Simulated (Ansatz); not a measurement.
This log comes from Ansatz, run on a 3-atom cell of Se (P3_121) from a materials database. The cell was relaxed beforehand with r2SCAN+rVV10.

Structure:
```
Se
1.0
     4.29266    0.00000    0.00000
    -2.14633    3.71755    0.00000
     0.00000    0.00000    5.04085
Se
3
Cartesian
  0.9807 0.0000 1.6803
  -0.4904 0.8493 3.3606
  1.6560 2.8682 0.0000
```

The log, with set-up remarks and timings taken out:
```
scf.n_extra_bands = 4 over 24 filled bands (N_el = 48.0): the run solves 28 bands
Functional definition: PBE
Crystal: 3 atoms, lattice volume = 80.443 Å³
Basis set: ecut = 420 eV, 1547 PW (Γ)
Bands: 28, of which v1, the nominal top of the filled ones, is band 24 counted from 1 (23 counted from 0)
Symmetry: 6 space group operations
Space group: P3121 (ITA 152)
k-points: 100 of 864 (time reversal used)
preconditioner: auto → Resta (q_TF=auto, 2.503 Å⁻¹)  ε∞=4.3  [insulator: Δε(μ)=0.822 eV  σ=0.020 eV  ℏωp=17.6 eV]
SCF 1 converged in 6 iterations: F = -16407.207117 eV  dr2 = 6.02e-8
SCF converged after 6 iterations
Free energy (F): -16407.207117 eV
Fermi energy:    7.517056 eV
--- Forces (eV/Å), atoms counted from 1 ---
  atom   1  Se      0.30455      0.00000      0.00000
  atom   2  Se    -0.15227      0.26375      0.00000
  atom   3  Se    -0.15227    -0.26375      0.00000
--- Stress (GPa, compression-positive) ---
        1.997985       0.000000       0.000000
        0.000000       1.997985       0.000000
        0.000000       0.000000       2.777492
  P = ⅓ Tr σ = 2.2578 GPa (22.578 kbar)
--- Band table (eV; the first three rows and the last of 100) ---
  k-point 0: bands = […, 3.3546, 3.3546, 3.4213, 5.1291, 5.1291, 6.6933, 8.8571, 8.8571, 9.2782, 13.3662]
  k-point 1: bands = […, 2.9371, 3.4933, 3.6418, 5.1424, 5.3471, 6.5109, 8.6622, 8.6666, 9.0280, 13.8900]
  k-point 2: bands = […, 2.4861, 3.6701, 3.8146, 5.3136, 5.6992, 6.0706, 8.3459, 8.3846, 8.5951, 13.4726]
  k-point 99: bands = […, 1.3544, 2.1046, 2.1046, 6.0043, 6.9330, 6.9330, 7.9174, 9.7392, 9.7392, 13.8711]
```

Problem. Reconstruct the input, leaving the band path aside.

Solution.
```yaml
crystal:
  # lattice and atoms as above
kpoints:
  mp_grid: { grid: [12, 12, 6] }
hamiltonian:
  xc: pbe
scf:
  occupations: { method: fermi_dirac, width: 0.02 }
  n_extra_bands: 4
output:
  forces: true
  stress: true
  eigenvalues: true
```
A single point prints forces and stress when the output block asks for them. This is the file that was run; thresholds and some counts can't be read off the log exactly.

Run as `ansatz run input.yaml --threads 4 --pin off --max-ram 7372MiB --backend cpu --events-out ev --progress --plain --runs-dir out`. It took 6.5 s on 4 threads of Arm Neoverse V2, on a shared host; peak host memory 0.45 GiB.

(Simulation; spin polarisation is off.)

Spin-orbit coupling is left out.
